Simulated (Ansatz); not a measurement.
**Relaxation of TaN**

Method: DFT PBEsol, scalar-relativistic, plane waves, PAW in Ansatz. Settings: 420 eV cutoff, 16×16×16 k-mesh, Gaussian smearing of 0.10 eV, no spin polarisation.

What was changed in HfN: Hf → Ta on all its sites, cell and atoms relaxed.

Spin–orbit coupling is left out, which can shift energies with elements as heavy as these.

Command:

```bash
ansatz run input.yaml --threads 1 --pin off --max-ram 2560MiB --backend cpu --events-out ev --progress --plain --runs-dir out
```

Input:

```yaml
crystal:
  lattice:
    - [0.0, 2.1886554857, 2.1886554857]
    - [2.1886554857, 0.0, 2.1886554857]
    - [2.1886554857, 2.1886554857, 0.0]
  atoms:
    - { symbol: Ta, position: [0.0, 0.0, 0.0] }
    - { symbol: "N", position: [0.5, 0.5, 0.5] }
basis:
  ecutwfc: 420
kpoints:
  mp_grid: { grid: [16, 16, 16] }
hamiltonian:
  xc: pbesol
scf:
  occupations: { method: gaussian, width: 0.1 }
output:
  forces: true
  stress: true
  eigenvalues: true
relax:
  adjacent_minimum: "off"
  f_tol: 0.01
  max_steps: 60
  cell: { stress_tol: 0.1 }
```

F is the free energy. Steps run on the plane waves of an earlier cell, but the last one, and at times one on the way, on a freshly chosen basis, so a repeated geometry can differ a little in energy.

Steps:

```
step F − F(1) (eV) largest force component (eV/Å) V (Å³/atom) P (GPa)
   1         0.0000                           0.000       10.484    -0.36
   2        -0.0001                           0.000       10.469     0.15
   3        -0.0001                           0.000       10.474     0.00
   4         0.0000                           0.000       10.474    -0.01
```

Relaxed structure:

```cif
data_structure
_symmetry_space_group_name_H-M 'P 1'
_symmetry_Int_Tables_number 1
_cell_length_a 3.0942
_cell_length_b 3.0942
_cell_length_c 3.0942
_cell_angle_alpha 60.000
_cell_angle_beta 60.000
_cell_angle_gamma 60.000
_cell_volume 20.95
loop_
_atom_site_label
_atom_site_type_symbol
_atom_site_fract_x
_atom_site_fract_y
_atom_site_fract_z
_atom_site_occupancy
Ta1 Ta 0.00000 0.00000 0.00000 1
N1 N 0.50000 0.50000 0.50000 1
```

Symmetry: Fm-3m, No. 225, cubic system. Conventional cell: a = 4.376 Å, b = 4.376 Å, c = 4.376 Å, α = 90.00°, β = 90.00°, γ = 90.00°. Ta (site symmetry m-3m) has 6 N at 2.19 Å as nearest neighbours. N (site symmetry m-3m) has 6 Ta at 2.19 Å as nearest neighbours.

The run converged. It took 18 s on 1 thread of AMD EPYC 7R43 64-Core Processor (Zen 3), with other jobs on the host, peak memory 0.41 GiB.